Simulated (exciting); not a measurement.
# Ti (Im-3m) in exciting: reference runs

Reference runs on Ti: the cell as given and a disturbed copy, and energy against volume gives the equilibrium volume and stiffness.

Everything below comes from runs of exciting (release sodium). Logs are shortened: lines on timing, memory, paths and dates and some standing lists are left out, and cuts for length are marked.

## (1) The crystal as given

The structure is cubic, space group Im-3m (No. 229). Conventional cell: a = 3.282 Å, b = 3.282 Å, c = 3.282 Å, α = 90.00°, β = 90.00°, γ = 90.00°. Ti (site symmetry m-3m) has 8 Ti at 2.84 Å as nearest neighbours.

This isn't the form of Ti at room conditions, which is hcp.

## (2) Single point, PBEsol

Input file input.xml:

```xml
<input>
  <title>Ti</title>
  <structure speciespath="./" tshift="false">
    <crystal scale="1">
      <basevect>-3.101040570511 3.101040570511 3.101040570511</basevect>
      <basevect>3.101040570511 -3.101040570511 3.101040570511</basevect>
      <basevect>3.101040570511 3.101040570511 -3.101040570511</basevect>
    </crystal>
    <species speciesfile="Ti.xml" rmt="2">
      <atom coord="0.000000000000 0.000000000000 0.000000000000"/>
    </species>
  </structure>
  <groundstate do="fromscratch" ngridk="11 11 11" rgkmax="9" gmaxvr="14" lmaxapw="10" lmaxmat="10" lmaxvr="8" xctype="GGA_PBE_SOL" stype="Fermi Dirac" swidth="0.00183747" nempty="12" ValenceRelativity="iora*" epsengy="1e-05" epspot="1e-05" maxscl="60" tforce="true" outputlevel="normal"/>
</input>
```

Potentials or basis: all-electron LAPW+lo, shipped species files, valence relativity iora*.

Command:

```sh
$ OMP_NUM_THREADS=1 exciting_smp
```

INFO.OUT:

```text
================================================================================
EXCITING SODIUM started
[... 10 lines left out ...]

 Lattice vectors (cartesian) :
     -3.1010405705      3.1010405705      3.1010405705
      3.1010405705     -3.1010405705      3.1010405705
      3.1010405705      3.1010405705     -3.1010405705

 Reciprocal lattice vectors (cartesian) :
      0.0000000000      1.0130769276      1.0130769276
      1.0130769276      0.0000000000      1.0130769276
      1.0130769276      1.0130769276      0.0000000000

 Unit cell volume                           :     119.2840388755
 Brillouin zone volume                      :       2.0794920744

 Species :    1 (Ti)
     parameters loaded from                 :    Ti.xml
     name                                   :    titanium
     nuclear charge                         :     -22.00000000
     electronic charge                      :      22.00000000
     atomic mass                            :   87256.20311000
     muffin-tin radius                      :       2.00000000
     # of radial points in muffin-tin       :     350

     atomic positions (lattice) :
       1 :   0.00000000  0.00000000  0.00000000

 Total number of atoms per unit cell        :       1

 Spin treatment                             :    spin-unpolarised

 Number of Bravais lattice symmetries       :      48
 Number of crystal symmetries               :      48

 k-point grid                               :      11   11   11
 Total number of k-points                   :      56
 k-point set is reduced with crystal symmetries

 R^MT_min * |G+k|_max (rgkmax)              :       9.00000000
 Species with R^MT_min                      :       1 (Ti)
 Maximum |G+k| for APW functions            :       4.50000000
 Maximum |G| for potential and density      :      14.00000000

 G-vector grid sizes                        :      24    24    24
 Total number of G-vectors                  :    5473

 Maximum angular momentum used for
     APW functions                          :      10
     computing H and O matrix elements      :      10
     potential and density                  :       8
     inner part of muffin-tin               :       2

 Total nuclear charge                       :     -22.00000000
 Total electronic charge                    :      22.00000000
 Total core charge                          :      10.00000000
 Total valence charge                       :      12.00000000

 Number of empty states                     :      12
 Total number of valence states             :      19

 Maximum Hamiltonian size                   :     207
 Maximum number of plane-waves              :     194
 Total number of local-orbitals             :      13

 Exchange-correlation type                  :      22
     PBEsol, Phys. Rev. Lett. 100, 136406 (2008)
     Generalised gradient approximation (GGA)

[... 20 lines left out ...]
+ SCF iteration number :    1                                                  +
++++++++++++++++++++++++++++++++++++++++++++++++++++++++++++++++++++++++++++++++
 Total energy                               :      -850.19490379
 _______________________________________________________________
 Fermi energy                               :         0.33223545
 Kinetic energy                             :       862.15676957
 Coulomb energy                             :     -1671.27670829
 Exchange energy                            :       -39.98138896
 Correlation energy                         :        -1.09357610

 DOS at Fermi energy (states/Ha/cell)       :        74.70318569

 Electron charges :
     core                                   :        10.00000000
     core leakage                           :         0.00000006
     valence                                :        12.00000000
     interstitial                           :         2.65030888
     charge in muffin-tin spheres :
                  atom     1    Ti          :        19.34969112
     total charge in muffin-tins            :        19.34969112
     total charge                           :        22.00000000

++++++++++++++++++++++++++++++++++++++++++++++++++++++++++++++++++++++++++++++++
+ SCF iteration number :    2                                                  +
++++++++++++++++++++++++++++++++++++++++++++++++++++++++++++++++++++++++++++++++
 Total energy                               :      -852.07316765
 _______________________________________________________________
 Fermi energy                               :         0.32370510
 Kinetic energy                             :       861.20077354
 Coulomb energy                             :     -1672.11338774
 Exchange energy                            :       -40.06665956
 Correlation energy                         :        -1.09389389

 DOS at Fermi energy (states/Ha/cell)       :        80.78970407

 Electron charges :
     core                                   :        10.00000000
     core leakage                           :         0.00000006
     valence                                :        12.00000000
     interstitial                           :         2.54749504
     charge in muffin-tin spheres :
                  atom     1    Ti          :        19.45250496
     total charge in muffin-tins            :        19.45250496
     total charge                           :        22.00000000

 RMS change in effective potential (target) :  0.609692E-01  ( 0.100000E-04)
 Absolute change in total energy   (target) :   1.87826      ( 0.100000E-04)
 Charge distance                   (target) :  0.963134E-02  ( 0.100000E-04)
 Abs. change in max-nonIBS-force   (target) :   0.00000      ( 0.500000E-04)

++++++++++++++++++++++++++++++++++++++++++++++++++++++++++++++++++++++++++++++++
+ SCF iteration number :    3                                                  +
++++++++++++++++++++++++++++++++++++++++++++++++++++++++++++++++++++++++++++++++
 Total energy                               :      -852.77800770
 _______________________________________________________________
 Fermi energy                               :         0.32098632
 Kinetic energy                             :       860.83370955
 Coulomb energy                             :     -1672.41710228
 Exchange energy                            :       -40.10059903
 Correlation energy                         :        -1.09401595

 DOS at Fermi energy (states/Ha/cell)       :        80.05188432

 Electron charges :
     core                                   :        10.00000000
     core leakage                           :         0.00000006
     valence                                :        12.00000000
     interstitial                           :         2.50516657
     charge in muffin-tin spheres :
                  atom     1    Ti          :        19.49483343
     total charge in muffin-tins            :        19.49483343
     total charge                           :        22.00000000
[... 185 lines left out ...]
 DOS at Fermi energy (states/Ha/cell)       :        78.66312410

 Electron charges :
     core                                   :        10.00000000
     core leakage                           :         0.00000006
     valence                                :        12.00000000
     interstitial                           :         2.48769181
     charge in muffin-tin spheres :
                  atom     1    Ti          :        19.51230819
     total charge in muffin-tins            :        19.51230819
     total charge                           :        22.00000000

 RMS change in effective potential (target) :  0.472424E-08  ( 0.100000E-04)
 Absolute change in total energy   (target) :  0.761346E-06  ( 0.100000E-04)
 Charge distance                   (target) :  0.102094E-07  ( 0.100000E-04)
 Abs. change in max-nonIBS-force   (target) :   0.00000      ( 0.500000E-04)

++++++++++++++++++++++++++++++++++++++++++++++++++++++++++++++++++++++++++++++++
+ SCF iteration number :   11                                                  +
++++++++++++++++++++++++++++++++++++++++++++++++++++++++++++++++++++++++++++++++
 Total energy                               :      -852.86630108
 _______________________________________________________________
 Fermi energy                               :         0.32334468
 Kinetic energy                             :       860.77466825
 Coulomb energy                             :     -1672.43607917
 Exchange energy                            :       -40.11082847
 Correlation energy                         :        -1.09406169

 DOS at Fermi energy (states/Ha/cell)       :        78.66312476

 Electron charges :
     core                                   :        10.00000000
     core leakage                           :         0.00000006
     valence                                :        12.00000000
     interstitial                           :         2.48769182
     charge in muffin-tin spheres :
                  atom     1    Ti          :        19.51230818
     total charge in muffin-tins            :        19.51230818
     total charge                           :        22.00000000

 RMS change in effective potential (target) :  0.476778E-09  ( 0.100000E-04)
 Absolute change in total energy   (target) :  0.365054E-07  ( 0.100000E-04)
 Charge distance                   (target) :  0.441088E-09  ( 0.100000E-04)
 Abs. change in max-nonIBS-force   (target) :   0.00000      ( 0.500000E-04)

++++++++++++++++++++++++++++++++++++++++++++++++++++++++++++++++++++++++++++++++
| Convergency criteria checked for the last 2 iterations                       +
| Convergence targets achieved. Performing final SCF iteration                 +
++++++++++++++++++++++++++++++++++++++++++++++++++++++++++++++++++++++++++++++++
 Total energy                               :      -852.86630112
 _______________________________________________________________
 Fermi energy                               :         0.32334468
 Kinetic energy                             :       860.77466826
 Coulomb energy                             :     -1672.43607922
 Exchange energy                            :       -40.11082847
 Correlation energy                         :        -1.09406169

 DOS at Fermi energy (states/Ha/cell)       :        78.66312533

 Electron charges :
     core                                   :        10.00000000
     core leakage                           :         0.00000006
     valence                                :        12.00000000
     interstitial                           :         2.48769182
     charge in muffin-tin spheres :
                  atom     1    Ti          :        19.51230818
     total charge in muffin-tins            :        19.51230818
     total charge                           :        22.00000000

++++++++++++++++++++++++++++++++++++++++++++++++++++++++++++++++++++++++++++++++
+ Self-consistent loop stopped                                                 +
++++++++++++++++++++++++++++++++++++++++++++++++++++++++++++++++++++++++++++++++
 STATE.OUT is written

--------------------------------------------------------------------------------
- Writing atomic positions and forces                                          -
--------------------------------------------------------------------------------

 Atomic positions (lattice) :
 atom     1  Ti  :     0.00000000    0.00000000    0.00000000

 Total atomic forces including IBS (cartesian) :
 atom     1  Ti  :     0.00000000    0.00000000    0.00000000

 Atomic force components including IBS (cartesian) :
 atom     1  Ti  :     0.00000000    0.00000000    0.00000000   HF force
                 :     0.00000000    0.00000000    0.00000000   core correction
                 :     0.00000000    0.00000000    0.00000000   IBS correction

********************************************************************************
[... 7 lines left out ...]
| EXCITING SODIUM stopped                                                      =
================================================================================
```

It took 26 s on 1 thread of Arm Neoverse V2, shared host; peak memory 0.09 GiB.

Results:

```yaml
Free_energy: -23207.6968 eV
Band_gap_on_the_k_mesh: none (metal or under the smearing width)
All_electrons_inside_the_program's_atomic_spheres: Ti 19.51 (radii Ti 2.0 bohr)
```

Levels at points of the mesh, in eV from the Fermi level:
```tsv
k point	band 3	band 4	band 5	band 6	band 7	band 8	band 9	band 10
(0.00, 0.00, 0.00)	-32.27	-32.27	-5.89	0.98	0.98	0.98	2.72	2.72
```

Caveat: the log's total energy holds no entropy term; the free energy is that total less TS from the occupations.

## (3) Single point, PBEsol (cell strained at random at fixed volume)

Input file input.xml:

```xml
<input>
  <title>Ti</title>
  <structure speciespath="./" tshift="false">
    <crystal scale="1">
      <basevect>-3.146660448885 3.139606101262 3.021885612329</basevect>
      <basevect>3.175474992834 -3.222117213042 3.133211268057</basevect>
      <basevect>3.032135486829 3.107592250985 -3.104396724108</basevect>
    </crystal>
    <species speciesfile="Ti.xml" rmt="2">
      <atom coord="-0.007204000000 0.007116000000 0.006824000000"/>
    </species>
  </structure>
  <groundstate do="fromscratch" ngridk="11 11 11" rgkmax="9" gmaxvr="14" lmaxapw="10" lmaxmat="10" lmaxvr="8" xctype="GGA_PBE_SOL" stype="Fermi Dirac" swidth="0.00183747" nempty="12" ValenceRelativity="iora*" epsengy="1e-05" epspot="1e-05" maxscl="60" tforce="true" outputlevel="normal"/>
  <properties>
    <chargedensityplot>
      <plot3d>
        <box grid="15 15 15">
          <origin coord="0 0 0"/>
          <point coord="1 0 0"/>
          <point coord="0 1 0"/>
          <point coord="0 0 1"/>
        </box>
      </plot3d>
    </chargedensityplot>
    <elfplot>
      <plot3d>
        <box grid="15 15 15">
          <origin coord="0 0 0"/>
          <point coord="1 0 0"/>
          <point coord="0 1 0"/>
          <point coord="0 0 1"/>
        </box>
      </plot3d>
    </elfplot>
    <exccplot>
      <plot3d>
        <box grid="15 15 15">
          <origin coord="0 0 0"/>
          <point coord="1 0 0"/>
          <point coord="0 1 0"/>
          <point coord="0 0 1"/>
        </box>
      </plot3d>
    </exccplot>
  </properties>
</input>
```

Potentials or basis: all-electron LAPW+lo, shipped species files, valence relativity iora*.

Command:

```sh
$ OMP_NUM_THREADS=1 exciting_smp
```

INFO.OUT:

```text
================================================================================
EXCITING SODIUM started
[... 10 lines left out ...]

 Lattice vectors (cartesian) :
     -3.1466604489      3.1396061013      3.0218856123
      3.1754749928     -3.2221172130      3.1332112681
      3.0321354868      3.1075922510     -3.1043967241

 Reciprocal lattice vectors (cartesian) :
      0.0140106415      1.0196795651      1.0344136925
      1.0080446874      0.0319055619      1.0165187720
      1.0310394623      1.0247794196      0.0089107870
[... 456 lines left out ...]
     total charge in muffin-tins            :        19.51283460
     total charge                           :        22.00000000

++++++++++++++++++++++++++++++++++++++++++++++++++++++++++++++++++++++++++++++++
+ Self-consistent loop stopped                                                 +
++++++++++++++++++++++++++++++++++++++++++++++++++++++++++++++++++++++++++++++++
 STATE.OUT is written

--------------------------------------------------------------------------------
- Writing atomic positions and forces                                          -
--------------------------------------------------------------------------------

 Atomic positions (lattice) :
 atom     1  Ti  :     0.99279600    0.00711600    0.00682400

 Total atomic forces including IBS (cartesian) :
 atom     1  Ti  :     0.00000000    0.00000000    0.00000000

 Atomic force components including IBS (cartesian) :
 atom     1  Ti  :     0.00000000    0.00000000    0.00000000   HF force
                 :     0.00000000    0.00000000    0.00000000   core correction
                 :     0.00000000    0.00000000    0.00000000   IBS correction

********************************************************************************
* Groundstate module stopped                                                   *
********************************************************************************

================================================================================
| EXCITING SODIUM stopped                                                      =
================================================================================
```

stdout:

```text
Info(rhoplot):
 3D density plot written to RHO3D.xml

Info(potplot):
 3D Coulomb potential plot written to VCL3D.xml
 3D exchange-correlation potential plot written to VXC3D.xml

Info(elfplot): 3D ELF plot written to ELF3D.xml
```

Wall time 10 min (1 thread of Arm Neoverse V2, shared host); peak memory 0.12 GiB.

What came out:

```yaml
Free_energy: -23207.6934 eV
Band_gap_on_the_k_mesh: none (metal or under the smearing width)
All_electrons_inside_the_program's_atomic_spheres: Ti 19.51 (radii Ti 2.0 bohr)
```

Levels at points of the mesh, in eV from the Fermi level:
| k point | band 2 | band 3 | band 4 | band 5 | band 6 | band 7 | band 8 | band 9 | band 10 | band 11 |
| --- | --- | --- | --- | --- | --- | --- | --- | --- | --- | --- |
| (0.00, 0.00, 0.00) | -32.30 | -32.27 | -32.23 | -5.88 | 0.79 | 0.88 | 1.24 | 2.70 | 2.79 | 16.84 |

Caveat: the log's total energy holds no entropy term; the free energy is that total less TS from the occupations.

## (4) Equation of state, PBEsol, 16.62 Å³/atom (volume scaled by 0.94)

Input file input.xml:

```xml
<input>
  <title>Ti</title>
  <structure speciespath="./" tshift="false">
    <crystal scale="1">
      <basevect>-3.037736265432 3.037736265432 3.037736265432</basevect>
      <basevect>3.037736265432 -3.037736265432 3.037736265432</basevect>
      <basevect>3.037736265432 3.037736265432 -3.037736265432</basevect>
    </crystal>
    <species speciesfile="Ti.xml" rmt="2">
      <atom coord="0.000000000000 0.000000000000 0.000000000000"/>
    </species>
  </structure>
  <groundstate do="fromscratch" ngridk="11 11 11" rgkmax="9" gmaxvr="14" lmaxapw="10" lmaxmat="10" lmaxvr="8" xctype="GGA_PBE_SOL" stype="Fermi Dirac" swidth="0.00183747" nempty="12" ValenceRelativity="iora*" epsengy="1e-05" epspot="1e-05" maxscl="60" outputlevel="normal"/>
</input>
```

Command:

```sh
$ OMP_NUM_THREADS=1 exciting_smp
```

Run time: 21 s. Hardware: 1 thread of Arm Neoverse V2, shared host; peak memory 0.09 GiB.

The run converged. Its results:

- Free energy: -23207.7222 eV
- Band gap on the k mesh: none (metal or under the smearing width)
- All electrons inside the program's atomic spheres: Ti 19.55 (radii Ti 2.0 bohr)

Caveat: the log's total energy holds no entropy term; the free energy is that total less TS from the occupations.

## (5) Equation of state, PBEsol, 16.97 Å³/atom (volume scaled by 0.96)

input.xml, as its differences from that of step 4:

```diff
@@ -4,5 +4,5 @@
     <crystal scale="1">
-      <basevect>-3.037736265432 3.037736265432 3.037736265432</basevect>
-      <basevect>3.037736265432 -3.037736265432 3.037736265432</basevect>
-      <basevect>3.037736265432 3.037736265432 -3.037736265432</basevect>
+      <basevect>-3.059129479211 3.059129479211 3.059129479211</basevect>
+      <basevect>3.059129479211 -3.059129479211 3.059129479211</basevect>
+      <basevect>3.059129479211 3.059129479211 -3.059129479211</basevect>
     </crystal>
```

Command:

```sh
$ OMP_NUM_THREADS=1 exciting_smp
```

Wall time 24 s (1 thread of Arm Neoverse V2, shared host); peak memory 0.09 GiB.

Results (log left out):

```yaml
Free_energy: -23207.7184 eV
Band_gap_on_the_k_mesh: none (metal or under the smearing width)
All_electrons_inside_the_program's_atomic_spheres: Ti 19.54 (radii Ti 2.0 bohr)
```

Caveat: the log's total energy holds no entropy term; the free energy is that total less TS from the occupations.

(Continued in part 2 of 2.)
